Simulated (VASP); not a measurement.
Runs of VASP 6.6.1 on KI. Symmetry: F-43m, No. 216, cubic system. The conventional cell has a = 7.932 Å, b = 7.932 Å, c = 7.932 Å, α = 90.00°, β = 90.00°, γ = 90.00°. Around K (site symmetry -43m) lie 4 I at 3.43 Å. I (site symmetry -43m) is surrounded by 4 K at 3.43 Å. The cell was built by a generator and needn't be a form met in nature.

| level | smearing | exchange at q = 0 | grid for exact exchange (PRECFOCK) | screening parameter | share of exact exchange | gap on the mesh (eV) | pressure (GPa) |
| --- | --- | --- | --- | --- | --- | --- | --- |
| HSE06 | gaussian 0.01 eV | truncated | Normal | 0.2079 1/A | - | 4.88 | 0.1 |
| PBE | gaussian 0.01 eV | - | - | - | - | 3.93 | 0.2 |
| PBE-based screened hybrid | gaussian 0.01 eV | truncated | Normal | 0.2078 | 0.1 | (a) | 0.1 |
| PBE | methfessel-paxton 0.05 eV | - | - | - | - | 3.93 | 0.2 |

Alike in all rows: task single point; potentials or basis VASP PAW PBE potentials, release 64 (K_sv, I); no spin polarisation; cell as given; k mesh 4 × 4 × 4; cutoff (eV) 520.

Fill in the values left out.

(a) 4.30.

Caveats: spin-orbit coupling is left out, which moves the levels of the heavy elements; the PAW data sets were made with another functional, which shifts forces and pressure a little (some runs).

A k mesh can miss the band edges, and the runs leave out spin-orbit coupling on I.
